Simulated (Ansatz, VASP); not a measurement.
**Two plane-wave programs on Ti**

Contents of INCAR:

```
SYSTEM = Ti
  PREC = Accurate
  ENCUT = 520
  EDIFF = 1E-8
  ISMEAR = -1
  SIGMA = 0.05
  LREAL = .False.
  LASPH = .True.
  NELM = 100
  ALGO = Normal
  ISIF = 2
  LWAVE = .False.
  LCHARG = .False.
  GGA = PE
  LEFG = .True.
  NBANDS = 12
```

The input KPOINTS:

```
regular mesh
0
Gamma
  14 14 14
  0 0 0
```

Contents of POSCAR:

```
Ti
1.0
   -1.6272094320      1.6272094320      1.6272094320
    1.6272094320     -1.6272094320      1.6272094320
    1.6272094320      1.6272094320     -1.6272094320
Ti
1
Direct
    0.0000000000      0.0000000000      0.0000000000
```

Input for Ansatz:

```yaml
crystal:
  lattice:
    - [-1.627209432, 1.627209432, 1.627209432]
    - [1.627209432, -1.627209432, 1.627209432]
    - [1.627209432, 1.627209432, -1.627209432]
  atoms:
    - { symbol: Ti, position: [0.0, 0.0, 0.0] }
kpoints:
  mp_grid: { grid: [14, 14, 14] }
scf:
  occupations: { method: fermi_dirac, width: 0.05 }
hamiltonian:
  xc: pbe
  pseudopotentials: { kind: paw }
output:
  forces: true
  stress: true
  eigenvalues: true
  efg: { contact_densities: true }
```

Change from the starting cell: volume scaled by 0.975, PAW files.

Alike in both runs: task electric field gradients; functional PBE; k mesh 14 × 14 × 14; occupations fermi-dirac, width 0.05 eV; no spin polarisation.

|  | VASP | Ansatz |
| --- | --- | --- |
| version | VASP 6.6.1 | Ansatz 0.2.0 |
| potentials or method | VASP PAW PBE potentials, release 64 (Ti_sv) | PAW with Ansatz's default frozen-core files, scalar-relativistic |
| plane-wave cutoff (eV) | 520 | 420 |
| valence electrons in the cell | 12 | 12 |

VASP gave:

```
pressure (GPa)                                                 : -0.1
Vzz of the field gradient on the site that differs most (V/Å²) : 0.0
```

Task: Which values does Ansatz return?

Result: Pressure (GPa): 0.2; Vzz of the field gradient on the site that differs most (V/Å²): 0.0.

The functional is the same, so the differences come from potentials, cutoffs and numerics.
